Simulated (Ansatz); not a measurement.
Computed with Ansatz, DFT PBE, scalar-relativistic, plane waves, PAW. All cells share a 420 eV cutoff and Γ-centred k meshes spaced at most about 0.3 Å⁻¹ (about 0.25 or finer for metals, 2π included). No spin polarisation in the final relaxations.

These are static total energies at zero pressure. All come from trial cells, and lower structures may exist.

Problem. Which of these relaxed structures of TiAl3 is the lowest in energy?
A.

```xyz
8
Lattice="5.5723 0.0000 0.0000 -2.7862 4.8258 0.0000 0.0000 0.0000 4.7253" Properties=species:S:1:pos:R:3 pbc="T T T"
Ti    2.7862    1.6086    1.1813
Ti    0.0000    3.2172    3.5440
Al    0.0000    1.6018    1.1813
Al   -1.3990    4.0249    1.1813
Al    1.3990    4.0249    1.1813
Al    1.3872    0.8009    3.5440
Al    4.1851    0.8009    3.5440
Al    2.7862    3.2240    3.5440
```

B.

```xyz
8
Lattice="2.9132 0.0000 0.0000 -1.4566 2.5229 0.0000 0.0000 0.0000 18.2288" Properties=species:S:1:pos:R:3 pbc="T T T"
Ti    0.0000    0.0000    0.0000
Ti    0.0000    0.0000    9.1144
Al    0.0000    1.6819    2.2619
Al    1.4566    0.8410   11.3763
Al    0.0000    1.6819    6.8525
Al    1.4566    0.8410   15.9669
Al    0.0000    1.6819   13.6716
Al    1.4566    0.8410    4.5572
```

C.

```xyz
4
Lattice="3.9797 0.0000 0.0000 0.0000 3.9797 0.0000 0.0000 0.0000 3.9797" Properties=species:S:1:pos:R:3 pbc="T T T"
Ti    0.0000    0.0000    0.0000
Al    1.9898    0.0000    1.9898
Al    0.0000    1.9898    1.9898
Al    1.9898    1.9898    0.0000
```

D.

```xyz
4
Lattice="2.9991 0.0000 0.0000 0.0000 3.9415 0.0000 0.0000 0.0000 5.5306" Properties=species:S:1:pos:R:3 pbc="T T T"
Ti    0.0000    0.0000    0.0000
Al    0.0000    0.0000    2.7653
Al    1.4996    1.9707    4.1847
Al    1.4996    1.9707    1.3459
```

Solution. C. It has the Cu3Au (L1_2) type, space group Pm-3m (No. 221); the next, A, with the Ni3Sn (D0_19) type, space group P6_3/mmc (No. 194), lies 51 meV/atom higher. Counting all near atoms (those within 1.25 times the shortest distance at each site), the lowest and the next both have Ti 12, Al 12.

A magnetic state wasn't ruled out in cells without spin, among them P6_3/mmc at 16.7 Å³/atom. Cells relaxed within their symmetry can be saddle points. Some structure types and database cells were kept out of the candidates from the start, so a known form may be missing.
